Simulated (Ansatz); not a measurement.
BeO:
```
CELL_PARAMETERS angstrom
      2.69286     0.00000     0.00000
     -1.34643     2.33209     0.00000
      0.00000     0.00000     4.37282
ATOMIC_POSITIONS crystal
  Be 0.66667 0.33333 0.00015
  Be 0.33333 0.66667 0.50015
  O  0.66667 0.33333 0.37785
  O  0.33333 0.66667 0.87785
```

Relaxed with PBEsol.

Decompose the optical modes at the zone centre into irreducible representations, and say which are infrared and Raman allowed.

Point group 6mm: Γ_opt = A1 + 2B1 + E1 + 2E2. Infrared: A1, E1. Raman: A1, E1, E2.

Assign frequencies (DFPT, plane-wave PAW PBEsol (Ansatz code); without the LO–TO term).

E2 324, A1 690, E2 693, B1 705, E1 730, B1 871 cm⁻¹.

Subscripts of B labels follow the axes of the standard setting.

Space group P6_3mc (wurtzite). The cell was relaxed with PBEsol under the symmetry of its start; of distortions, only those at the zone centre were tested.

Potentials: the later of the program's two PAW sets.
